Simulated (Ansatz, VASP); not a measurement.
## Two plane-wave programs on Cr

Contents of INCAR:

```
PREC = Accurate
ENCUT = 520
EDIFF = 1E-6
ISMEAR = -1
SIGMA = 0.1
LREAL = False
LASPH = True
NELM = 80
ALGO = Normal
ISIF = 2
LWAVE = False
LCHARG = True
GGA = RP
LELF = True
LVHAR = True
NBANDS = 25
```

Contents of KPOINTS:

```
regular mesh
0
Gamma
  10 10 15
```

Contents of POSCAR:

```
Cr
1.0
    4.3181740010      0.0000000000      0.0000000000
   -2.1590870005      3.7396483828      0.0000000000
    0.0000000000      0.0000000000      2.3397644373
Cr
3
Direct
    1.0000000000      0.0000000000      0.0000000000
    0.3333333333      0.6666666667      0.5000000000
    0.6666666667      0.3333333333      0.5000000000
```

Input for Ansatz:

```yaml
crystal:
  lattice:
    - [4.318174001, 0.0, 0.0]
    - [-2.1590870005, 3.7396483828, 0.0]
    - [0.0, 0.0, 2.3397644373]
  atoms:
    - { symbol: Cr, position: [1.0, 0.0, 0.0] }
    - { symbol: Cr, position: [0.3333333333, 0.6666666667, 0.5] }
    - { symbol: Cr, position: [0.6666666667, 0.3333333333, 0.5] }
hamiltonian:
  xc: rpbe
  pseudopotentials:
    kind: paw
    azcp:
      Cr: "pseudopotentials/Cr.paw.azcp"
basis:
  ecutwfc: 420
  fft_grid_basis: typed
kpoints:
  mp_grid: { grid: [10, 10, 15], shift: [0, 0, 0] }
magnetization:
  spin_polarized: false
scf:
  occupations: { method: fermi_dirac, width: 0.1 }
  lower_state_search: "off"
output:
  stress: true
```

Alike in both runs: task single point; functional RPBE; k mesh 10 × 10 × 15; occupations fermi-dirac, width 0.1 eV; no spin polarisation.

|  | VASP | Ansatz |
| --- | --- | --- |
| version | VASP 6.6.1 | Ansatz 0.2.0 |
| potentials or method | VASP PAW PBE potentials, release 64 (Cr_pv) | plane waves (420 eV) with PAW, scalar-relativistic |
| plane-wave cutoff (eV) | 520 | 420 |
| valence electrons in the cell | 36 | 42 |

|  | VASP | Ansatz | Ansatz less VASP |
| --- | --- | --- | --- |
| pressure (GPa) | -8.2 | -7.9 | +0.30 |

The two sets of potentials don't hold the same shells in valence.

Caveats: the PAW data sets were made with another functional, which shifts forces and pressure a little (VASP); the run has no spin polarisation, though such a crystal can be magnetic. Spin polarisation is off, so any magnetic state and its effect on volume and gap are missing.
